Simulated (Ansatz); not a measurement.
Wanted: the native input for an Ansatz 0.2.0 run.

```yaml
Task: single point
Functional: PBE
Potentials_or_basis: Ansatz PAW
Cutoff: "420 eV (not typed: the program's choice for these potentials)"
k_mesh: 9 × 10 × 11
Occupations: fermi-dirac, width 0.05 eV
Spin: collinear spin, ferromagnetic start
Starting_moments: "[3.0] μB"
Fixed_moment: 3 μB
```

Crystal: V.

```
V
1.0
    -1.37772    1.64119    1.64793
     1.50498   -1.49126    1.62526
     1.27255    1.38609   -1.49800
V
1
Direct
  0.00000 0.00000 0.00000
```

The cell isn't the ideal one: cell sheared at random, sigma 0.1, atoms nudged by 0.01 Å.

The input as run:

input.yaml

```yaml
crystal:
  lattice:
    - [-1.37771515, 1.64119061, 1.64793453]
    - [1.50497572, -1.49125904, 1.62526353]
    - [1.27254586, 1.38608975, -1.49800296]
  atoms:
    - { symbol: V, position: [0.0, 0.0, 0.0], spin: 3.0 }
hamiltonian:
  xc: pbe
  pseudopotentials: { kind: paw }
magnetization:
  spin_polarized: true
  initial_magnetization: 3.0
  spin_locking: { lock_magnetization: hard }
kpoints:
  mp_grid: { grid: [9, 10, 11] }
scf:
  occupations: { method: fermi_dirac, width: 0.05 }
  lower_state_search: "off"
output:
  forces: true
  stress: true
  eigenvalues: true
```

Potentials or basis: Ansatz PAW.

Launch:

```sh
$ ansatz run input.yaml --threads 2 --pin off --max-ram 5632MiB --backend cpu --events-out ev --progress --plain --runs-dir out
```

Results of the run:

```
Pressure        : 42.5 GPa
Net moment      : 3.00 μB per cell
Absolute moment : 3.00 μB per cell
Site moments    : V +2.24 μB
```

Caveat: a pressure of tens of GPa on the cell as given is suspect, and the run, the potentials or the cell itself is likely at fault; the total moment is fixed, so each spin has its own Fermi level; the thresholds are loose for stress.

Wall time 6.6 s on 2 threads of Arm Neoverse V1 (shared host), peak memory 0.4 GiB.
